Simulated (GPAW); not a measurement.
# ZnSe (Stilleite): single point with PBE

**Experimental background.**

From “Alloy Disordering Effects on the Thermal Conductivity and Energy Gap Temperature Dependence of Cd1−xZnxSe Ternary Crystals Grown by the Bridgman Method”, 2023, pmc:10253836, for a bulk crystal of ZnSe at 300 K: band gap 2.695 ± 0.003 eV (an exciton energy, a little under the gap).

Crystal: ZnSe (Stilleite).

```xyz
2
Lattice="0.0000 2.8338 2.8338 2.8338 0.0000 2.8338 2.8338 2.8338 0.0000" Properties=species:S:1:pos:R:3 pbc="T T T"
Se    4.2507    4.2507    4.2507
Zn    0.0000    0.0000    0.0000
```

| Item | Value |
| --- | --- |
| Program | GPAW 26.7.0 |
| Task | single point |
| Functional | PBE |
| Potentials or basis | GPAW PAW data sets (gpaw-data 1.2.1) |
| Cutoff | 450 eV |
| Basis | pw |
| k mesh | 7 × 7 × 7 |
| Occupations | fermi-dirac, width 0.05 eV |
| Spin | no spin polarisation |
| Maxiter | 120 |
| Convergence | default |

```yaml
Pressure: 1.7 GPa
Band_gap_on_the_k_mesh: 1.30 eV, direct
```

Levels at points of the mesh, in eV from the valence-band top:
| k point | band 7 | band 8 | band 9 | band 10 | band 11 | band 12 |
| --- | --- | --- | --- | --- | --- | --- |
| (0.00, 0.00, 0.00) | 0.00 | 0.00 | 0.00 | 1.30 | 5.81 | 5.81 |

Wall time 7.3 s on 1 thread of Arm Neoverse V1 (shared host), peak memory 0.16 GiB.

A measured gap of ZnSe is 2.695 eV (an exciton energy, a little under the gap; 300 K; “Alloy Disordering Effects on the Thermal Conductivity and Energy Gap Temperature Dependence of Cd1−xZnxSe Ternary Crystals Grown by the Bridgman Method”, 2023, pmc:10253836); the calculated 1.30 eV misses it by -1.40 eV. So large a miss can be the level of theory's own, or it may mean another phase, state or a wrong row. Spin-orbit coupling on Se is left out. The value is that of PBE, without temperature or zero-point motion. Semilocal functionals fall short of measured gaps as a rule.

Caveat: the cutoff is short for stress and forces, so pressures can be off by a GPa or more.
